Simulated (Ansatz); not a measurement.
## Cold compression of Mg (sc type)

```
Mg
1.0
     3.02334    0.00000    0.00000
     0.00000    3.02334    0.00000
     0.00000    0.00000    3.02334
Mg
1
Direct
  0.00000 0.00000 0.00000
```

The cell comes from a relaxation on PAW files under the same functional, begun from a prototype that needn't be the stable phase.

Its volume is scaled at fixed shape and fractional positions.

Computed with Ansatz 0.2.0; functional PBE, scalar-relativistic. Settings: a Γ-centred 13×13×13 k mesh, Fermi–Dirac smearing of 0.1 eV, no spin polarisation. Methods: LAPW: all electrons, basis error target 1 meV/atom; PAW: frozen-core files, cutoff 420 eV; crystal datasets: all electrons, by PAW datasets that the program makes for each cell; norm-conserving: pseudopotentials, cutoff 1143 eV; PAW (cutoff 1000 eV): frozen-core files, cutoff 1000 eV.

Energies are extrapolated to zero smearing and count from the unscaled cell; pressure is positive in compression; gaps take the mesh and a band path. No temperature or zero-point motion is included.

The structure type is held throughout; the real material can change phase at far lower pressure.

| V/V0 | V (Å³/atom) | P LAPW (GPa) | ΔE LAPW (eV/atom) | P PAW − LAPW (GPa) | ΔE PAW − LAPW (meV/atom) |
| --- | --- | --- | --- | --- | --- |
| 1.00 | 27.63 | 0.00 | 0.000 | 0.01 | 0.0 |
| 0.88 | 24.32 | 3.69 | 0.034 | 0.01 | 0.3 |
| 0.78 | 21.56 | 9.05 | 0.139 | 0.02 | 0.7 |
| 0.68 | 18.79 | ? | ? | ? | ? |
| 0.58 | 16.03 | 34.4 | 0.805 | 0.04 | 1.8 |
| 0.50 | 13.82 | 57.5 | 1.423 | 0.03 | 2.4 |
| 0.43 | 11.88 | 91.8 | 2.306 | 0.00 | 2.7 |

Question: Fit the Vinet equation to the LAPW pressures shown (residuals weighted by 1/(|P| + 0.03·Pmax)), and predict the pressure of the withheld row.

Answer: The fit gives V0 = 27.64 Å³/atom, B0 = 22 GPa and B0′ = 4.17. At 18.79 Å³/atom, x = (V/V0)^(1/3) = 0.8793, and P = 3·B0·(1 − x)/x²·exp[1.5·(B0′ − 1)·(1 − x)] = 18.28 GPa. The run itself gave 18.18 GPa (+0.6 % off) and ΔE = 0.366 eV/atom.

Question: From the table, what is the rise of the enthalpy H = E + pV up to the last row, and how stiff is the crystal between the last two rows?

Answer: ΔH = 2.306 eV + (91.8 GPa × 11.88 Å³ − 0.00 GPa × 27.63 Å³) × 0.006242 eV/(GPa·Å³) = 9.12 eV/atom, of which pV makes 75 %. The mean bulk modulus there is −ΔP/Δln V = 228 GPa.

Question: At the smallest volume, how far do crystal datasets and norm-conserving and PAW (cutoff 1000 eV) lie from LAPW in pressure?

Answer: crystal datasets: 0.00 GPa; norm-conserving: +0.21 GPa; PAW (cutoff 1000 eV): -0.01 GPa, on a LAPW pressure of 91.8 GPa.

Question: How do the Löwdin populations by LAPW change from the unscaled cell to the last row?

Answer: Mg 3s 1.52 → 1.45 electrons an atom. These are projections on the shells that the free atoms fill; 0.48 e a cell lies outside them at the start and 0.57 e at the end.
